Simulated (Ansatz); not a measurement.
Clusters are cut from relaxed bulk AgI (P6_3mc, 36.44 Å³/atom, gap on the mesh 1.37 eV) and relaxed in a periodic box with vacuum; the excess energy counts from that bulk.

All numbers below come from DFT PBE, scalar-relativistic, plane waves, PAW in Ansatz 0.2.0.

Settings: cutoff 420 eV, Γ-centred mesh 1×1×1 on the computed 10-atom cell, Gaussian smearing of 0.05 eV; collinear spin from starting moments 0.4 0.4 0.4 0.4 0.4 0.4 0.4 0.4 0.4 0.4 μB.

Start (Ag5I5, sphere cut, shaken):

```yaml
crystal:
  lattice:
    - [13.20000, 0.00000, 0.00000]
    - [0.00000, 12.90000, 0.00000]
    - [0.00000, 0.00000, 17.70000]
  atoms:
    - { symbol: Ag, position: [0.49134, 0.34462, 0.52540] }
    - { symbol: Ag, position: [0.67847, 0.65908, 0.52406] }
    - { symbol: Ag, position: [0.32042, 0.44763, 0.31452] }
    - { symbol: Ag, position: [0.68272, 0.45382, 0.30787] }
    - { symbol: Ag, position: [0.67819, 0.44723, 0.74007] }
    - { symbol: I, position: [0.49527, 0.34603, 0.25582] }
    - { symbol: I, position: [0.49810, 0.34165, 0.68691] }
    - { symbol: I, position: [0.67709, 0.65695, 0.68862] }
    - { symbol: I, position: [0.32255, 0.44800, 0.47906] }
    - { symbol: I, position: [0.66961, 0.44375, 0.47098] }
```

Q: What does the relaxation give?

A: The free energy falls by 340 meV/atom. It ends far from its start (an atom moved by over half a bond, or the period changed much).

| Property | Result |
| --- | --- |
| excess energy (eV per host atom) | 0.123 |
| gap on the mesh (eV) | 3.21 |
| highest filled level or Fermi level under vacuum (eV) | 6.32 |
| size of the moment (μB per cell) | 0.00 |

Relaxed structure:
```yaml
crystal:
  lattice:
    - [13.20000, 0.00000, 0.00000]
    - [0.00000, 12.90000, 0.00000]
    - [0.00000, 0.00000, 17.70000]
  atoms:
    - { symbol: Ag, position: [0.46156, 0.36613, 0.60120] }
    - { symbol: Ag, position: [0.63190, 0.48610, 0.50243] }
    - { symbol: Ag, position: [0.43917, 0.48228, 0.39013] }
    - { symbol: Ag, position: [0.64394, 0.43558, 0.34207] }
    - { symbol: Ag, position: [0.59033, 0.52809, 0.66163] }
    - { symbol: I, position: [0.52458, 0.56323, 0.26586] }
    - { symbol: I, position: [0.56114, 0.35003, 0.73277] }
    - { symbol: I, position: [0.60375, 0.67806, 0.56020] }
    - { symbol: I, position: [0.32753, 0.38072, 0.49025] }
    - { symbol: I, position: [0.72983, 0.31853, 0.44678] }
```

Spin-orbit coupling is left out, which matters for the bands of heavy elements.

Each run keeps its start's symmetry and one magnetic start, so lower states can exist.

The run took 10 min on 4 threads of Arm Neoverse V1, on a shared host, peak memory 2.8 GiB.